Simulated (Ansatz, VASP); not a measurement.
One calculation of Cd, two programs

File INCAR:

```
ALGO = Fast ; EDIFF = 1E-7
ENCUT = 520 ; GGA = PS
ISIF = 2 ; ISMEAR = 0
LASPH = True ; LCHARG = False
LREAL = False ; LWAVE = False
NBANDS = 12 ; NELM = 100
PREC = Accurate ; SIGMA = 0.1
```

KPOINTS

```
k-points
0
Gamma
  15 15 15
```

The input POSCAR:

```
Cd
1.0
    0.0443629950      2.3352680568      2.3352680568
    2.3352680568      0.0443629950      2.3352680568
    2.3352680568      2.3352680568      0.0443629950
Cd
1
Direct
    0.0000000000      0.0000000000      0.0000000000
```

Input for Ansatz:

```yaml
crystal:
  lattice:
    - [0.044362995, 2.3352680568, 2.3352680568]
    - [2.3352680568, 0.044362995, 2.3352680568]
    - [2.3352680568, 2.3352680568, 0.044362995]
  atoms:
    - { symbol: Cd, position: [0.0, 0.0, 0.0] }
basis:
  ecutwfc: 420
kpoints:
  mp_grid: { grid: [15, 15, 15] }
hamiltonian:
  xc: pbesol
scf:
  occupations: { method: gaussian, width: 0.1 }
output:
  forces: true
  stress: true
  eigenvalues: true
  write_density: true
  write_potential: true
  elf: true
  volumetric_format: npy
```

Alike in both runs: task single point; functional PBEsol; k mesh 15 × 15 × 15; occupations gaussian, width 0.1 eV; no spin polarisation.

|  | VASP | Ansatz |
| --- | --- | --- |
| version | VASP 6.6.1 | Ansatz 0.2.0 |
| potentials or method | VASP PAW PBE potentials, release 64 (Cd) | scalar-relativistic, plane waves, PAW |
| plane-wave cutoff (eV) | 520 | 420 |
| valence electrons in the cell | 12 | 20 |

|  | VASP | Ansatz | Ansatz less VASP |
| --- | --- | --- | --- |
| gap on the k mesh at the Fermi level (eV) | none | none | - |
| pressure (GPa) | -5.7 | -5.9 | -0.17 |
| largest component of the traceless stress (GPa) | 0.11 | 0.12 | +0.009 |

A gap of «none» marks a metal or a gap that the smearing closes. The two sets of potentials don't hold the same shells in valence.

Caveats: the PAW data sets were made with another functional, which shifts forces and pressure a little (VASP).
